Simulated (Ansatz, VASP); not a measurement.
**KBr in VASP and in Ansatz**

The input POSCAR:

```
KBr
1.0
    0.0000000000      3.2101875000      3.1278750000
    3.2101875000      0.0000000000      3.1278750000
    3.2101875000      3.2101875000      0.0000000000
K Br
1 1
Direct
    0.0000000000      0.0000000000      0.0000000000
    0.5000000000      0.5000000000      0.5000000000
```

File INCAR.step1:

```
ALGO     = Normal         # electronic algorithm
EDIFF    = 1E-4           # SCF threshold, eV
ENCUT    = 520            # plane-wave cutoff, eV
GGA      = PE             # functional
ISMEAR   = 0              # smearing method
LASPH    = True           # aspherical terms in the spheres
LCHARG   = False          # write CHGCAR
LREAL    = False          # projectors in reciprocal space
LWAVE    = True           # write WAVECAR
NBANDS   = 15             # bands
NELM     = 60             # most SCF steps
PREC     = Accurate       # precision mode
SIGMA    = 0.05           # smearing width, eV
```

The input INCAR.step2:

```
ALGO     = Normal         # electronic algorithm
EDIFF    = 1E-6           # SCF threshold, eV
ENCUT    = 520            # plane-wave cutoff, eV
ISIF     = 2              # what is computed and relaxed
ISMEAR   = 0              # smearing method
ISTART   = 1            
LASPH    = True           # aspherical terms in the spheres
LCHARG   = True           # write CHGCAR
LELF     = True           # ELF
LMIXTAU  = True         
LREAL    = False          # projectors in reciprocal space
LVHAR    = True         
LWAVE    = False          # write WAVECAR
METAGGA  = R2SCAN         # meta-GGA
NBANDS   = 15             # bands
NELM     = 60             # most SCF steps
PREC     = Accurate       # precision mode
SIGMA    = 0.05           # smearing width, eV
```

File KPOINTS:

```
k-points
0
Gamma
  6 6 6
```

Input for Ansatz:

```yaml
crystal:
  lattice:
    - [0.0, 3.2101875, 3.127875]
    - [3.2101875, 0.0, 3.127875]
    - [3.2101875, 3.2101875, 0.0]
  atoms:
    - { symbol: K, position: [0.0, 0.0, 0.0] }
    - { symbol: Br, position: [0.5, 0.5, 0.5] }
basis:
  ecutwfc: 500
kpoints:
  mp_grid: { grid: [6, 6, 6] }
hamiltonian:
  xc: r2scan
scf:
  occupations: { method: gaussian, width: 0.05 }
output:
  forces: true
  stress: true
  eigenvalues: true
```

Change from the starting cell: strain -0.025 along x and y, -0.050 along z, atoms carried along.

Alike in both runs: task single point; functional r2SCAN; k mesh 6 × 6 × 6; occupations gaussian, width 0.05 eV; no spin polarisation.

|  | VASP | Ansatz |
| --- | --- | --- |
| version | VASP 6.6.1 | Ansatz 0.2.0 |
| potentials or method | VASP PAW PBE potentials, release 64 (K_sv, Br) | scalar-relativistic, plane waves, PAW |
| plane-wave cutoff (eV) | 520 | 500 |
| valence electrons in the cell | 16 | 16 |

|  | VASP | Ansatz | Ansatz less VASP |
| --- | --- | --- | --- |
| gap on the k mesh at the Fermi level (eV) | 5.39 | 5.39 | -0.002 |
| least direct gap on the mesh (eV) | 5.39 | 5.39 | -0.002 |
| pressure (GPa) | 2.5 | 2.4 | -0.03 |
| largest component of the traceless stress (GPa) | 1.08 | 1.07 | -0.011 |

Caveats: the PAW data sets were made with another functional, which shifts forces and pressure a little (VASP).
